**Q:** Seven programs were handed the same crystal of hafnium diboride, with the atoms in the same places and the same functional. Why do they disagree about its pressure?

Static pressure of HfB₂ (P6/mmm, 3 atoms per cell) at one fixed geometry, from PBE without spin polarisation or spin–orbit coupling, with a 10×10×8 k mesh and Fermi–Dirac smearing of 0.05 eV. The basis is given as the plane-wave cutoff, or as the target error for LAPW. Pressure is positive in compression and leaves out the Pulay correction in the Ansatz PAW run.

| program | potentials | basis | pressure (GPa) |
| --- | --- | --- | --- |
| Ansatz | Ansatz PAW | 420 eV | 1.190 |
| ABINIT | JTH PAW PBE v2.0 | 517 eV | 1.220 |
| Ansatz LAPW | all electron LAPW, scalar relativistic | 0.001 eV/atom basis error | 1.470 |
| Quantum ESPRESSO | SSSP 1.3 efficiency PBE | 816 eV | 1.670 |
| ABACUS | PseudoDojo NC SR 0.4.1 PBE standard | 1034 eV | 1.700 |
| JDFTx | PseudoDojo SR PBE 0.5 standard | 1034 eV | 1.700 |
| GPAW | GPAW PAW data sets (gpaw data 1.2.1) | 800 eV | 2.120 |

I would blame the basis. The runs at 420 and 517 eV give the lowest pressures, and those at 816 and 1034 eV give higher ones. A program with too few plane waves seems to get too little pressure.

**A:** First make sure that the programs describe the same electronic state. They do: each finds a metal, treated as non-magnetic, and the highest occupied levels at the centre of the Brillouin zone, measured from the Fermi energy, agree within about 0.06 eV. The disagreement therefore comes from how each program represents that state.

Your ordering is real, with one exception. Among the six runs whose basis is stated as a cutoff, the pressure follows the cutoff perfectly in rank if GPAW is left out. With GPAW, which has the highest pressure at a middling 800 eV, the rank correlation falls from 1 to about two thirds. Even the perfect ordering is weak evidence, because a cutoff that is ample for a soft potential can be poor for a hard one.

**Q:** Then is there any reason to connect a small basis with a low pressure?

**A:** There is a good one. A program usually computes the stress by asking how the energy changes when the cell is deformed while the set of plane waves stays the same. If the cell is squeezed, every wave in the set becomes shorter, so the set can draw finer detail. The energy drops a little for this reason alone, squeezing looks cheaper than it is, and the computed pressure comes out too low. The effect is called Pulay stress.

A single boron atom in a large periodic box shows it cleanly. The atom hardly notices the walls, so the true pressure is practically zero. With a fixed and insufficient set of waves the program still reports a negative pressure, because a smaller box sharpens its picture of the atom. The comparison carries over to HfB₂ in the sign of the error, but its size depends on the potentials and the cutoff.

**Q:** Can that be put into a formula?

**A:** Let E be the energy per atom, V the volume per atom and Ecut the cutoff. The kinetic energy of a plane wave goes as one over its wavelength squared, and the wavelength scales with the edge of the cell. For a fixed set of waves, Ecut therefore varies as V^(−2/3). Differentiating the energy with respect to volume, with this hidden change of cutoff included, gives

P(fixed set) = P + (2/3) · (1/V) · dE/d ln Ecut

Here P is the pressure that would be found if the cutoff were held constant instead. More waves lower the energy, so the last term is negative.

Ansatz computes this term for its own run, and the correction of 0.19 GPa has been taken off the value in the table. We can turn it round to see how small a change of energy with the cutoff lies behind it. Multiply 3/2 by the volume of 9.90 Å³ and by 0.19 GPa, and divide by 160, since 1 eV/Å³ is about 160 GPa. The result is 0.018 eV per atom for each unit of ln Ecut.

A cutoff raised by 10 percent changes ln Ecut by 0.095, so the energy would fall by only about 1.7 meV per atom. Such an energy looks settled, yet the pressure is still off by a fifth of a gigapascal. The estimate merely converts the program's own correction into an energy, so it illustrates the formula and doesn't test it.

**Q:** So does the basis explain why Ansatz is low?

**A:** It explains most of it, if the all-electron LAPW run is the yardstick. Ansatz lies 0.28 GPa below LAPW, and its correction closes about two thirds of that gap. The remaining 0.09 GPa should not be pressed for a cause. LAPW has a basis error of its own, with a target of 1 meV per atom, and the Ansatz run shows that an energy which hardly moves with the cutoff can still leave an error of this order in the pressure.

**Q:** Then I would extend the explanation to the other programs. They differ in how complete their basis is, and that is the whole story.

**A:** That is the tempting step, and it can be tested, because the mechanism predicts a shape as well as a sign. The waves beyond the cutoff would mostly describe sharp features close to the nuclei, which look nearly the same from every direction. A basis deficit should therefore lower the stress by almost equal amounts along all axes. The correction in Ansatz behaves this way: its part along the hexagonal axis c is 0.91 of its part in the plane of the boron sheets.

The pressure is the average of two equal in-plane stresses and one along c, and the same runs give these separately. Compare LAPW with the three programs that use a norm-conserving potential for hafnium: Quantum ESPRESSO, ABACUS and JDFTx. In the plane they differ from LAPW by only 0.01 GPa on average. Along c they lie 0.63 GPa higher. A nearly uniform shift cannot produce a difference that sits almost entirely on one axis.

**Q:** But those three agree with each other, at about 1.7 GPa. Doesn't the majority suggest that LAPW is the one in error?

**A:** A vote needs independent voters. All three replace the inner part of the hafnium atom in a similar way, so they can share an error as easily as a correct answer. If LAPW were simply short of plane waves, adding more would be expected to raise both stresses by similar amounts. That would close the gap along c only by opening one in the plane. The functions that LAPW uses inside the atomic spheres could err less evenly, so these runs don't prove it right.

**Q:** What about ABINIT and GPAW, at the two ends?

**A:** GPAW contradicts the basis explanation most directly. It lies 0.65 GPa above LAPW, whereas too few plane waves would have pushed it down. Nor would a nearly uniform deficit in LAPW account for the gap, since the excess is about twice as large along c as in the plane. The atomic data set or another numerical setting of that run may be responsible, but these runs don't separate the two.

ABINIT is less clear. Its in-plane stress is 0.34 GPa below that of LAPW. If a basis deficit with the same shape as in Ansatz were the only cause, the stress along c should be lower by about 0.31 GPa, yet it is lower by only 0.08 GPa. A basis deficit may still be part of the answer, with a difference between the potentials acting mainly along c on top of it. Repeating the run at higher cutoffs would decide how large that part is.

**Q:** What would such a series look like, compared with this one?

**A:** In a series with one program, one set of potentials and a rising cutoff, the pressure would normally climb and then level off. The stresses along the different axes would climb nearly together. Our table resembles that curve if LAPW and GPAW are left out. But the potentials change along with the cutoff, and the stress along c rises far more than the stress in the plane.

**Q:** Then let me try the potentials. Hafnium has a filled 4f shell. Some programs freeze it in the shape it has in the free atom, and others let it respond to the crystal. Could that sort the pressures?

**A:** It doesn't sort the pressures themselves. Five programs treat 18 electrons per cell explicitly and keep the 4f shell frozen. Their pressures run from 1.22 to 2.12 GPa, which is nearly the full range of the table. LAPW and Ansatz, which treat the 4f electrons explicitly, don't stand apart from them as a group: LAPW falls inside that range.

Now look at the difference between the stress along c and the stress in the plane. This is a cleaner quantity, because a nearly uniform basis error almost cancels from it. With the 4f shell frozen, the difference is at least 0.83 GPa in every run. With the shell free to respond, it is 0.57 GPa in LAPW and 0.50 GPa in Ansatz. The two groups that overlapped in pressure no longer overlap.

**Q:** So the frozen shell is the cause?

**A:** It is a plausible cause, and I would not say more than that. Hafnium sits between flat sheets of boron, so its surroundings along c differ from those in the plane. A shell frozen in its round atomic form cannot adjust to this, and the error could well show up as a directional stress. However, the directional difference also varies among the frozen-shell runs, from 0.83 to 1.27 GPa. That range is wider than the step down to LAPW, so something besides the shell must matter too. Moreover, both runs with a responsive 4f shell come from the same family of programs, and their treatment of hafnium differs from the others in more than this shell.

The clean test would use one program and two hafnium potentials, built alike except that one freezes the 4f shell. Both runs would need a converged cutoff. If the directional difference moved from the higher group to the lower one, the shell would be responsible. If it stayed put, we would have to look at the rest of the potential or at the programs.

**Q:** I mostly want lattice constants. Should a disagreement of almost 1 GPa worry me?

**A:** It looks worse than it is, because HfB₂ is very stiff. If the bulk modulus is taken as roughly 250 GPa, a figure not computed here, the full spread of 0.93 GPa corresponds to about 0.4 percent in volume. That is little more than 0.1 percent in length, averaged over the axes. The two extreme runs differ more in the stress along c than in the plane, so the constant c should be affected more than a. Errors of this size are often tolerable in a lattice constant, and the calculation leaves out the motion of the atoms in any case.

It does matter if you subtract pressures that come from different programs. A difference of a few tenths of a gigapascal between two structures could then be produced entirely by the change of program. Keep one program, one set of potentials and one basis for the whole comparison, so that a steady offset drops out. Then raise the cutoff and watch the pressure itself, since the energy can look settled while the pressure is still moving.
